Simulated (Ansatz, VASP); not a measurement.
# One calculation of V, two programs

```
CELL_PARAMETERS angstrom
-1.50602 1.50602 1.50602
1.50602 -1.50602 1.50602
1.50602 1.50602 -1.50602
ATOMIC_POSITIONS crystal
V 0.00000 0.00000 0.00000
```

Alike in both runs: task single point; functional LDA; k mesh 20 × 20 × 20; occupations gaussian, width 0.1 eV; no spin polarisation.

```csv
,VASP,Ansatz
version,VASP 6.6.1,Ansatz 0.2.0
potentials or method,"VASP PAW LDA potentials, release 64 (V_sv)","scalar-relativistic, plane waves, PAW"
plane-wave cutoff (eV),520,420
valence electrons in the cell,13,13
```

```tsv
	VASP	Ansatz	Ansatz less VASP
gap on the k mesh at the Fermi level (eV)	none	none	-
pressure (GPa)	-15.0	-15.4	-0.36
```

A gap of «none» marks a metal or a gap that the smearing closes. Ansatz warned: «pseudo_functional_mismatch».

Caveats: so large a pressure means that the cell lies far from this level's equilibrium, or that cutoff or potentials fall short (VASP).
